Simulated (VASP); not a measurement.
A run of VASP 6.6.1 is set up as follows.

File INCAR:

```
SYSTEM = CdSe
ALGO = Fast ; EDIFF = 1E-7
EDIFFG = -0.002 ; ENCUT = 600
GGA = PE ; IBRION = 2
ISIF = 3 ; ISMEAR = 0
LASPH = .True. ; LCHARG = .False.
LREAL = .False. ; LWAVE = .False.
NELM = 100 ; NSW = 100
PREC = Accurate ; SIGMA = 0.02
```

Contents of KPOINTS:

```
k-points
0
Gamma
  10 10 10
  0 0 0
```

POSCAR

```
CdSe
1.0
    0.0000000000      3.0500000000      3.0500000000
    3.0500000000      0.0000000000      3.0500000000
    3.0500000000      3.0500000000      0.0000000000
Cd Se
1 1
Direct
    0.0000000000      0.0000000000      0.0000000000
    0.2500000000      0.2500000000      0.2500000000
```

Potentials or basis: VASP PAW PBE potentials, release 64 (Cd, Se).

The run is started by

```console
$ cat potpaw_PBE.64/Cd/POTCAR potpaw_PBE.64/Se/POTCAR > POTCAR
$ mpirun -np 1 vasp_std > vasp.out
```

(1) What does it give for the space group after relaxing (to 0.05 Å)?

(2) Estimate the band gap on the k mesh.

Answers

(1) F-43m (No. 216).

(2) 0.48 eV, direct.
